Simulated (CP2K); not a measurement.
Runs of CP2K 2026.2 on SrO. The structure is cubic, space group Fm-3m (No. 225). The conventional cell has a = 5.133 Å, b = 5.133 Å, c = 5.133 Å, α = 90.00°, β = 90.00°, γ = 90.00°. Around Sr (site symmetry m-3m) lie 6 O at 2.57 Å. Around O (site symmetry m-3m) lie 6 Sr at 2.57 Å. 

```tsv
task	level	potentials or basis	spin	k points reduced by the point group	CUTOFF of the grids	points a segment of the path (NPOINTS)	bands added on the path	soc after scf	gap on the mesh (eV)	pressure (GPa)
single point	PW91	POTENTIAL_UZH Sr GTH-PBE-q10, O GTH-PBE-q6; TZVP-MOLOPT-PBE-GTH basis	off	yes	900 Ry	-	-	-	(d)	4.3
band structure	HLE16	GTH_SOC_POTENTIALS Sr GTH-PBE-q10, O GTH-PBE-q6; DZVP-MOLOPT-SR-GTH basis	SOC, no magnetisation	-	600 Ry	8	2	yes	-	-6.6
single point	OLYP	POTENTIAL_UZH Sr GTH-PBE-q10, O GTH-PBE-q6; TZVP-MOLOPT-PBE-GTH basis	off	yes	900 Ry	-	-	-	3.78	(b)
single point	M06-L	POTENTIAL_UZH Sr GTH-PBE-q10, O GTH-PBE-q6; TZVP-MOLOPT-PBE-GTH basis	off	yes	900 Ry	-	-	-	3.66	4.7
single point	LDA	POTENTIAL_UZH Sr GTH-PBE-q10, O GTH-PBE-q6; TZVP-MOLOPT-PBE-GTH basis	off	yes	900 Ry	-	-	-	3.39	-1.5
single point	rev-vdW-DF2	POTENTIAL_UZH Sr GTH-PBE-q10, O GTH-PBE-q6; TZVP-MOLOPT-PBE-GTH basis	off	yes	900 Ry	-	-	-	(a)	2.9
band structure	HLE16	GTH_POTENTIALS Sr GTH-PBE-q10, O GTH-PBE-q6; DZVP-MOLOPT-SR-GTH basis	off	yes	600 Ry	8	2	-	(c)	-6.6
```

Alike in all rows: cell as given; k mesh 9 × 9 × 9; smearing fermi-dirac 0.05 eV.

Question: Estimate the missing entries.

Answer: (a) 3.50; (b) 6.9; (c) 4.38; (d) 3.53.

Caveats: the potentials were made for another functional, which shifts forces and pressure; the basis of atomic orbitals isn't converged, which shifts pressures, moduli and gaps; an odd mesh through Γ misses points on the zone boundary, where band edges often lie (some runs); the potentials were made for a functional far from this one (some runs).

A k mesh can miss the band edges, and rows without SOC leave out spin-orbit coupling on Sr.

Runs at the PBE level aren't shown here.
